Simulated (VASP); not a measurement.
# BeSe (F-43m) in VASP: notebook

The runs below take BeSe through equation of state, with PBE, PBEsol.

All numbers are computed with VASP 6.6.1; they aren't measurements. Logs are shortened: lines on timing, memory, paths and dates and some standing lists are left out, and cuts for length are marked.

### Step 1. The structure

Symmetry: F-43m, No. 216, cubic system. The conventional cell has a = 5.070 Å, b = 5.070 Å, c = 5.070 Å, α = 90.00°, β = 90.00°, γ = 90.00°. Around Se (site symmetry -43m) lie 4 Be at 2.20 Å. Be (site symmetry -43m) is surrounded by 4 Se at 2.20 Å.

### Step 2. Equation of state, PBE, 15.31 Å³/atom (volume scaled by 0.94)

File INCAR:

```
SYSTEM = BeSe
PREC     = Accurate       ! precision mode
ENCUT    = 520            ! plane-wave cutoff, eV
EDIFF    = 1E-7           ! SCF threshold, eV
ISMEAR   = -1             ! smearing method
SIGMA    = 0.05           ! smearing width, eV
LREAL    = .False.        ! projectors in reciprocal space
LASPH    = .True.         ! aspherical terms in the spheres
NELM     = 100            ! most SCF steps
ALGO     = Normal         ! electronic algorithm
ISIF     = 2              ! what is computed and relaxed
LWAVE    = .False.        ! write WAVECAR
LCHARG   = .False.        ! write CHGCAR
GGA      = PE             ! functional
NBANDS   = 11             ! bands
```

File KPOINTS:

```
regular mesh
0
Gamma
  9 9 9
  0 0 0
```

File POSCAR:

```
BeSe
1.0
    0.0000000000      2.4832507856      2.4832507856
    2.4832507856      0.0000000000      2.4832507856
    2.4832507856      2.4832507856      0.0000000000
Se Be
1 1
Direct
    0.7500000000      0.7500000000      0.7500000000
    0.0000000000      0.0000000000      0.0000000000
```

Potentials or basis: VASP PAW PBE potentials, release 64 (Se, Be).

On the command line:

```console
> cat potpaw_PBE.64/Se/POTCAR potpaw_PBE.64/Be/POTCAR > POTCAR
> mpirun -np 1 vasp_std > vasp.out
```

OUTCAR:

```text
SYSTEM = BeSe
   PREC = Accurate
   ENCUT = 520
   EDIFF = 1E-7
   ISMEAR = -1
   LREAL = .False.
   LASPH = .True.
   NELM = 100
   ISIF = 2
   GGA = PE

 ion  position               nearest neighbor table
   1  0.750  0.750  0.750-   2 2.15   2 2.15   2 2.15   2 2.15
   2  0.000  0.000  0.000-   1 2.15   1 2.15   1 2.15   1 2.15

  LATTYP: Found a face centered cubic cell.
 ALAT       =     4.9665015712

  Lattice vectors:

 A1 = (   0.0000000000,   2.4832507856,   2.4832507856)
 A2 = (   2.4832507856,   0.0000000000,   2.4832507856)
 A3 = (   2.4832507856,   2.4832507856,   0.0000000000)

Analysis of symmetry for initial positions (statically):
=====================================================================
 Subroutine PRICEL returns:
 Original cell was already a primitive cell.

 Routine SETGRP: Setting up the symmetry group for a
 face centered cubic supercell.

 Subroutine GETGRP returns: Found 24 space group operations
 (whereof 24 operations were pure point group operations)
 out of a pool of 48 trial point group operations.

The static configuration has the point symmetry T_d .

Analysis of symmetry for dynamics (positions and initial velocities):
=====================================================================
 Subroutine PRICEL returns:
 Original cell was already a primitive cell.

 Routine SETGRP: Setting up the symmetry group for a
 face centered cubic supercell.

 Subroutine GETGRP returns: Found 24 space group operations
 (whereof 24 operations were pure point group operations)
 out of a pool of 48 trial point group operations.

The dynamic configuration has the point symmetry T_d .

 Subroutine INISYM returns: Found 24 space group operations
 (whereof 24 operations are pure point group operations),
 and found     1 'primitive' translations

----------------------------------------------------------------------------------------

                                     Primitive cell

  volume of cell :      30.6261

  direct lattice vectors                    reciprocal lattice vectors
     0.000000000  2.483250786  2.483250786    -0.201348975  0.201348975  0.201348975
     2.483250786  0.000000000  2.483250786     0.201348975 -0.201348975  0.201348975
     2.483250786  2.483250786  0.000000000     0.201348975  0.201348975 -0.201348975

  length of vectors
     3.511846940  3.511846940  3.511846940     0.348746655  0.348746655  0.348746655

  position of ions in fractional coordinates (direct lattice)
     0.750000000  0.750000000  0.750000000
     0.000000000  0.000000000  0.000000000

  ion indices of the primitive-cell ions
   primitive index   ion index
                 1           1
                 2           2

----------------------------------------------------------------------------------------

 KPOINTS: regular mesh

Automatic generation of k-mesh.
 Grid dimensions read from file:
 generate k-points for:    9    9    9

 Generating k-lattice:

  Cartesian coordinates                     Fractional coordinates (reciprocal lattice)
    -0.022372108  0.022372108  0.022372108     0.111111111  0.000000000  0.000000000
     0.022372108 -0.022372108  0.022372108     0.000000000  0.111111111  0.000000000
     0.022372108  0.022372108 -0.022372108     0.000000000  0.000000000  0.111111111

  Length of vectors
     0.038749628  0.038749628  0.038749628

  Shift w.r.t. Gamma in fractional coordinates (k-lattice)
     0.000000000  0.000000000  0.000000000

 Subroutine IBZKPT returns following result:
 ===========================================

 Found     35 irreducible k-points:

 Following reciprocal coordinates:
            Coordinates               Weight
  0.000000  0.000000  0.000000      1.000000
  0.111111  0.000000  0.000000      8.000000
  0.222222  0.000000  0.000000      8.000000
  0.333333  0.000000  0.000000      8.000000
  0.444444  0.000000  0.000000      8.000000
  0.111111  0.111111  0.000000      6.000000
[... 27 lines left out ...]
 -0.333333  0.444444  0.111111     24.000000
 -0.333333  0.444444  0.222222     24.000000
   k-points           NKPTS =     35   k-points in BZ     NKDIM =     35   number of bands    NBANDS=     11
   number of dos      NEDOS =    301   number of ions     NIONS =      2
   total plane-waves  NPLWV =  21952
   dimension x,y,z NGX =    28 NGY =   28 NGZ =   28
   dimension x,y,z NGXF=    56 NGYF=   56 NGZF=   56
   ions per type =               1   1
   NGX,Y,Z   is equivalent  to a cutoff of  13.25, 13.25, 13.25 a.u.
   NGXF,Y,Z  is equivalent  to a cutoff of  26.51, 26.51, 26.51 a.u.
 SYSTEM =  BeSe
   PREC   = accura    normal or accurate (medium, high low for compatibility)
   ISTART =      0    job   : 0-new  1-cont  2-samecut
   ICHARG =      2    charge: 1-file 2-atom 10-const
   ISPIN  =      1    spin polarized calculation?
   LNONCOLLINEAR =      F non collinear calculations
   LSORBIT =      F    spin-orbit coupling
   LASPH  =      T    aspherical Exc in radial PAW
   ENCUT  =  520.0 eV  38.22 Ry    6.18 a.u.   6.53  6.53  6.53*2*pi/ulx,y,z
   NELM   =    100;   NELMIN=  2; NELMDL= -5     # of ELM steps
   EDIFF  = 0.1E-06   stopping-criterion for ELM
   LREAL  =      F    real-space projection
   EDIFFG = 0.1E-05   stopping-criterion for IOM
   NSW    =      0    number of steps for IOM
   IBRION =     -1    ionic relax: 0-MD 1-quasi-New 2-CG
   NFREE  =      0    steps in history (QN), initial steepest desc. (CG)
   ISIF   =      2    stress and relaxation
   ISYM   =      2    0-nonsym 1-usesym 2-fastsym
   POTIM  = 0.5000    time-step for ionic-motion
   TEBEG  =    0.0;   TEEND  =   0.0 temperature during run
   PSTRESS=    0.0 pullay stress
   NELECT =       8.0000    total number of electrons
   NUPDOWN=      -1.0000    fix difference up-down
   EMIN   =  10.00;   EMAX   =-10.00  energy-range for DOS
   EFERMI =   0.00;   METHOD = LEGACY
   ISMEAR =    -1;   SIGMA  =   0.05  broadening in eV -4-tet -1-fermi 0-gaus
   EFERMI_NEDOS =   21; number of points for ismear=-14 and -15
   IALGO  =     38    algorithm
   IMIX   =      4    mixing-type and parameters
     AMIX     =   0.40;   BMIX     =  1.00
     AMIX_MAG =   1.60;   BMIX_MAG =  1.00
  volume/ion in A,a.u.               =      15.31       103.34
  Fermi-wavevector in a.u.,A,eV,Ry     =   1.046504  1.977606 14.900702  1.095171
  Thomas-Fermi vector in A             =   2.181345
   LORBIT       =      0    0 simple, 1 ext, 2 COOP (PROOUT), +10 PAW based schemes
   GGA     = PE    functional components
   LHFCALC =     F    Hartree Fock is set to
   AEXX    =    0.0000 exact exchange contribution
   IVDW    =     0    specifies the selected vdW correction
   LEPSILON=     F    determine dielectric tensor
   LRPA    =     F    only Hartree local field effects (RPA)
 non-spin polarized calculation
  energy-cutoff  :      520.00
  volume of cell :       30.63
 maximum number of plane-waves:       869
 NGX is ok and might be reduce to    28
   NGX = 13   NGY = 13   NGZ = 13

 number of electron       7.9999999 magnetization

 Free energy of the ion-electron system (eV)
  ---------------------------------------------------
  ext. energy  EPLUGINS =         0.00000000
  ---------------------------------------------------
  free energy    TOTEN  =        -8.71601836 eV

  energy without entropy =       -8.71601836  energy(sigma->0) =       -8.71601836

 E-fermi :   5.4339     XC(G=0):  -9.8658

 val. band max:        4.4185916347   @ k =   0.0000   0.0000   0.0000
 cond. band min:       6.8744255358   @ k =   0.4444   0.4444   0.0000
 fundamental gap:      2.4558339011
 Fermi energy:         5.4338949378

 k-point     1 :       0.0000    0.0000    0.0000
  band No.  band energies     occupation
      1     -10.1162      2.00000
      2       4.4186      2.00000
      3       4.4186      2.00000
      4       4.4186      2.00000
      5       9.3901      0.00000
      6       9.3901      0.00000
      7       9.3901      0.00000
      8       9.6007      0.00000
      9      17.0171      0.00000
     10      17.2385      0.00000
     11      17.2385      0.00000

 k-point     2 :       0.1111    0.0000    0.0000
  band No.  band energies     occupation
      1      -9.9742      2.00000
      2       3.2153      2.00000
      3       4.2138      2.00000
      4       4.2138      2.00000
      5       9.3108      0.00000
      6       9.7188      0.00000
      7       9.7188      0.00000
      8      10.9168      0.00000
      9      16.3246      0.00000
     10      16.3246      0.00000
     11      17.0588      0.00000

 k-point     3 :       0.2222    0.0000    0.0000
  band No.  band energies     occupation
      1      -9.5743      2.00000
      2       1.1351      2.00000
      3       3.7902      2.00000
      4       3.7902      2.00000
      5       9.2453      0.00000
      6      10.2942      0.00000
      7      10.2942      0.00000
      8      13.0294      0.00000
      9      15.7991      0.00000
     10      15.7991      0.00000
     11      16.8932      0.00000

 k-point     4 :       0.3333    0.0000    0.0000
  band No.  band energies     occupation
      1      -9.0183      2.00000
      2      -0.7149      2.00000
      3       3.4104      2.00000
      4       3.4104      2.00000
      5       9.1778      0.00000
      6      10.4818      0.00000
      7      10.4818      0.00000
      8      14.4069      0.00000
      9      16.6751      0.00000
     10      16.6751      0.00000
     11      17.1805      0.00000
[... 393 lines left out ...]
 k-point    33 :      -0.4444    0.4444    0.1111
  band No.  band energies     occupation
      1      -7.9885      2.00000
      2      -0.9461      2.00000
      3       0.9601      2.00000
      4       1.1272      2.00000
      5       7.9471      0.00000
      6       9.5054      0.00000
      7      14.6723      0.00000
      8      16.1955      0.00000
      9      18.4224      0.00000
     10      19.6157      0.00000
     11      21.0789      0.00000

 k-point    34 :      -0.3333    0.4444    0.1111
  band No.  band energies     occupation
      1      -7.9023      2.00000
      2      -0.7552      2.00000
      3       0.0479      2.00000
      4       1.2611      2.00000
      5       8.7139      0.00000
      6      10.9485      0.00000
      7      13.8532      0.00000
      8      14.6573      0.00000
      9      17.4994      0.00000
     10      19.0244      0.00000
     11      21.1329      0.00000

 k-point    35 :      -0.3333    0.4444    0.2222
  band No.  band energies     occupation
      1      -7.9265      2.00000
      2      -0.6182      2.00000
      3       0.1060      2.00000
      4       0.9281      2.00000
      5      10.3335      0.00000
      6      11.2415      0.00000
      7      12.1433      0.00000
      8      13.9370      0.00000
      9      17.4444      0.00000
     10      19.3740      0.00000
     11      21.1140      0.00000

------------------------ aborting loop because EDIFF is reached ----------------------------------------

  FORCE on cell =-STRESS in cart. coord.  units (eV):
  Direction    XX          YY          ZZ          XY          YZ          ZX
  --------------------------------------------------------------------------------------
  -------------------------------------------------------------------------------------
  Total        2.3423289      2.3423289      2.3423289      0.0000000      0.0000000     -0.0000000
  in kB      122.5368501    122.5368501    122.5368501      0.0000000      0.0000000     -0.0000000
  external PRESSURE =     122.5368501 kB  Pullay stress =       0.0000000 kB

 VOLUME and BASIS-vectors are now :
 -----------------------------------------------------------------------------
  energy-cutoff  :      520.00
  volume of cell :       30.63
      direct lattice vectors                 reciprocal lattice vectors
     0.000000000  2.483250786  2.483250786    -0.201348975  0.201348975  0.201348975
     2.483250786  0.000000000  2.483250786     0.201348975 -0.201348975  0.201348975
     2.483250786  2.483250786  0.000000000     0.201348975  0.201348975 -0.201348975

 POSITION                                       TOTAL-FORCE (eV/Angst)
 -----------------------------------------------------------------------------------
      3.72488      3.72488      3.72488        -0.000000     -0.000000     -0.000000
      0.00000      0.00000      0.00000         0.000000      0.000000      0.000000
 -----------------------------------------------------------------------------------
    total drift:                               -0.000000     -0.000000     -0.000000

  FREE ENERGIE OF THE ION-ELECTRON SYSTEM (eV)
  ---------------------------------------------------
  free  energy   TOTEN  =        -8.7160183621 eV

  energy  without entropy=       -8.7160183621  energy(sigma->0) =       -8.71601836
```

Wall time 16 s (1 thread of Intel Xeon Platinum 8375C at 2.90GHz (Ice Lake), shared host); peak memory 0.16 GiB.

What came out:

```
Free energy            : -8.7160 eV
Pressure               : 12.3 GPa
Band gap on the k mesh : 2.46 eV, indirect (least direct gap 4.97 eV)
```

Caveat: an odd mesh through Γ misses points on the zone boundary, where band edges often lie.

### Step 3. Equation of state, PBE, 15.64 Å³/atom (volume scaled by 0.96)

File INCAR:

```
ALGO = Normal
EDIFF = 1E-7
ENCUT = 520
GGA = PE
ISIF = 2
ISMEAR = -1
LASPH = T
LCHARG = F
LREAL = F
LWAVE = F
NBANDS = 11
NELM = 60
PREC = Accurate
SIGMA = 0.05
```

File KPOINTS:

```
k-points
0
Gamma
  9 9 9
```

File POSCAR:

```
BeSe
1.0
    0.0000000000      2.5007390434      2.5007390434
    2.5007390434      0.0000000000      2.5007390434
    2.5007390434      2.5007390434      0.0000000000
Se Be
1 1
Direct
    0.7500000000      0.7500000000      0.7500000000
    0.0000000000      0.0000000000      0.0000000000
```

Potentials or basis: VASP PAW PBE potentials, release 64 (Se, Be).

On the command line:

```console
> cat potpaw_PBE.64/Se/POTCAR potpaw_PBE.64/Be/POTCAR > POTCAR
> mpirun -np 1 vasp_std > vasp.out
```

Wall time 21 s (1 thread of Intel Xeon Platinum 8375C at 2.90GHz (Ice Lake), shared host); peak memory 0.15 GiB.

The run converged. Its results:

```
Free energy            : -8.7608 eV
Pressure               : 9.8 GPa
Band gap on the k mesh : 2.51 eV, indirect (least direct gap 4.98 eV)
```

Caveat: an odd mesh through Γ misses points on the zone boundary, where band edges often lie.

### Step 4. Equation of state, PBE, 15.96 Å³/atom (volume scaled by 0.98)

File INCAR:

```
SYSTEM = BeSe
PREC = Accurate
ENCUT = 520
EDIFF = 1E-7
ISMEAR = -1
SIGMA = 0.05
LREAL = .False.
LASPH = .True.
NELM = 100
ALGO = Normal
ISIF = 2
LWAVE = .False.
LCHARG = .False.
GGA = PE
NBANDS = 11
```

File KPOINTS:

```
Automatic mesh
0
Gamma
  9 9 9
  0 0 0
```

File POSCAR:

```
BeSe
1.0
    0.0000000000      2.5179860645      2.5179860645
    2.5179860645      0.0000000000      2.5179860645
    2.5179860645      2.5179860645      0.0000000000
Se Be
1 1
Direct
    0.7500000000      0.7500000000      0.7500000000
    0.0000000000      0.0000000000      0.0000000000
```

On the command line:

```console
> cat potpaw_PBE.64/Se/POTCAR potpaw_PBE.64/Be/POTCAR > POTCAR
> mpirun -np 1 vasp_std > vasp.out
```

Run time: 22 s. Hardware: 1 thread of Intel Xeon Platinum 8375C at 2.90GHz (Ice Lake), shared host; peak memory 0.15 GiB.

Results (log left out):

```yaml
Free_energy: -8.7962 eV
Pressure: 7.6 GPa
Band_gap_on_the_k_mesh: 2.56 eV, indirect (least direct gap 4.85 eV)
```

Caveat: an odd mesh through Γ misses points on the zone boundary, where band edges often lie.

### Step 5. Equation of state, PBE, 16.62 Å³/atom (volume scaled by 1.02)

File INCAR:

```
SYSTEM = BeSe
PREC     = Accurate       ! precision mode
ENCUT    = 520            ! plane-wave cutoff, eV
EDIFF    = 1E-7           ! SCF threshold, eV
ISMEAR   = -1             ! smearing method
SIGMA    = 0.05           ! smearing width, eV
LREAL    = .FALSE.        ! projectors in reciprocal space
LASPH    = .TRUE.         ! aspherical terms in the spheres
NELM     = 100            ! most SCF steps
ALGO     = Normal         ! electronic algorithm
ISIF     = 2              ! what is computed and relaxed
LWAVE    = .FALSE.        ! write WAVECAR
LCHARG   = .FALSE.        ! write CHGCAR
GGA      = PE             ! functional
NBANDS   = 11             ! bands
```

File KPOINTS:

```
regular mesh
0
G
  9 9 9
  0 0 0
```

File POSCAR:

```
BeSe
1.0
    0.0000000000      2.5517885687      2.5517885687
    2.5517885687      0.0000000000      2.5517885687
    2.5517885687      2.5517885687      0.0000000000
Se Be
1 1
Direct
    0.7500000000      0.7500000000      0.7500000000
    0.0000000000      0.0000000000      0.0000000000
```

On the command line:

```console
> cat potpaw_PBE.64/Se/POTCAR potpaw_PBE.64/Be/POTCAR > POTCAR
> mpirun -np 1 vasp_std > vasp.out
```

Wall time 22 s (1 thread of Intel Xeon Platinum 8375C at 2.90GHz (Ice Lake), shared host); peak memory 0.16 GiB.

Results (log left out):

* Free energy: -8.8419 eV
* Pressure: 3.8 GPa
* Band gap on the k mesh: 2.65 eV, indirect (least direct gap 4.54 eV)

Caveat: an odd mesh through Γ misses points on the zone boundary, where band edges often lie.

### Step 6. Equation of state, PBE, 16.94 Å³/atom (volume scaled by 1.04)

File INCAR:

```
ALGO = Normal
EDIFF = 1E-7
ENCUT = 520
GGA = PE
ISIF = 2
ISMEAR = -1
LASPH = T
LCHARG = F
LREAL = F
LWAVE = F
NBANDS = 11
NELM = 80
PREC = Accurate
SIGMA = 0.05
```

File KPOINTS:

```
k-points
0
Gamma
  9 9 9
```

File POSCAR:

```
BeSe
1.0
    0.0000000000      2.5683590887      2.5683590887
    2.5683590887      0.0000000000      2.5683590887
    2.5683590887      2.5683590887      0.0000000000
Se Be
1 1
Direct
    0.7500000000      0.7500000000      0.7500000000
    0.0000000000      0.0000000000      0.0000000000
```

Potentials or basis: VASP PAW PBE potentials, release 64 (Se, Be).

On the command line:

```console
> cat potpaw_PBE.64/Se/POTCAR potpaw_PBE.64/Be/POTCAR > POTCAR
> mpirun -np 1 vasp_std > vasp.out
```

It took 20 s on 1 thread of Intel Xeon Platinum 8375C at 2.90GHz (Ice Lake), shared host; peak memory 0.15 GiB.

Results (log left out):

- Free energy: -8.8537 eV
- Pressure: 2.1 GPa
- Band gap on the k mesh: 2.69 eV, indirect (least direct gap 4.40 eV)

Caveat: an odd mesh through Γ misses points on the zone boundary, where band edges often lie.

### Step 7. Equation of state, PBE, 17.27 Å³/atom (volume scaled by 1.06)

File INCAR:

```
SYSTEM = BeSe
ALGO     = Normal         ! electronic algorithm
EDIFF    = 1E-7           ! SCF threshold, eV
ENCUT    = 520            ! plane-wave cutoff, eV
GGA      = PE             ! functional
ISIF     = 2              ! what is computed and relaxed
ISMEAR   = -1             ! smearing method
LASPH    = .True.         ! aspherical terms in the spheres
LCHARG   = .False.        ! write CHGCAR
LREAL    = .False.        ! projectors in reciprocal space
LWAVE    = .False.        ! write WAVECAR
NBANDS   = 11             ! bands
NELM     = 80             ! most SCF steps
PREC     = Accurate       ! precision mode
SIGMA    = 0.05           ! smearing width, eV
```

File KPOINTS:

```
k-points
0
Gamma
  9 9 9
  0 0 0
```

File POSCAR:

```
BeSe
1.0
    0.0000000000      2.5847185048      2.5847185048
    2.5847185048      0.0000000000      2.5847185048
    2.5847185048      2.5847185048      0.0000000000
Se Be
1 1
Direct
    0.7500000000      0.7500000000      0.7500000000
    0.0000000000      0.0000000000      0.0000000000
```

On the command line:

```console
> cat potpaw_PBE.64/Se/POTCAR potpaw_PBE.64/Be/POTCAR > POTCAR
> mpirun -np 1 vasp_std > vasp.out
```

It took 18 s on 1 thread of Intel Xeon Platinum 8375C at 2.90GHz (Ice Lake), shared host; peak memory 0.16 GiB.

Results (log left out):

* Free energy: -8.8590 eV
* Pressure: 0.6 GPa
* Band gap on the k mesh: 2.73 eV, indirect (least direct gap 4.26 eV)

Caveat: an odd mesh through Γ misses points on the zone boundary, where band edges often lie.

### Step 8. Equation of state, PBE

This step only gathers the single runs of the series.

Results:

- Equilibrium volume: 17.39 Å³/atom (rough: see the caveat)
- Bulk modulus: 75 GPa (rough)

Energy against volume, from the lowest point:
```tsv
volume (Å³/atom)	energy (meV/atom)
15.313	71.51
15.639	49.10
15.965	31.42
16.290	18.03
16.616	8.56
16.942	2.65
17.268	0.00
```

Caveat: the minimum lies outside the volumes run.

(Part 1 of 2 ends here.)
